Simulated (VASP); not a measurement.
Al, 6 atoms in the cell. The structure is cubic, space group Pm-3n (No. 223). The conventional cell has a = 4.996 Å, b = 4.996 Å, c = 4.996 Å, α = 90.00°, β = 90.00°, γ = 90.00°. Al (site symmetry -4m2) has 2 Al at 2.50 Å as nearest neighbours. The cell was built by a generator and needn't be a form met in nature. The cell isn't the ideal one: random cell by space group and Wyckoff sites (Pm-3n, No. 223).

| Property | Result |
| --- | --- |
| Program | VASP 6.6.1 |
| Task | relaxation of cell and atoms |
| Functional | PBE |
| Potentials or basis | VASP PAW PBE potentials, release 64 (Al) |
| Cutoff | 600 eV |
| k mesh | 8 × 8 × 8 |
| Occupations | gaussian, width 0.1 eV |
| Spin | no spin polarisation |
| Dipole correction | no |
| Further INCAR settings | ALGO = Fast; EDIFF = 1e-07; IBRION = 2; EDIFFG = -0.01; NSW = 100; ISIF = 3 |

Potentials or basis: VASP PAW PBE potentials, release 64 (Al).

Launch:

```console
$ cat potpaw_PBE.64/Al/POTCAR > POTCAR
$ mpirun -np 1 vasp_std > vasp.out
```

Hardware: 1 thread of Intel(R) Xeon(R) 6975P-C (Granite Rapids), with other jobs on the host.

Question: How long does it take, and how much memory?

Answer: Wall time 52 s on 1 thread of Intel(R) Xeon(R) 6975P-C (Granite Rapids), with other jobs on the host, peak memory 0.26 GiB. Counts: scf iterations 29, k points 35, ion steps 2.
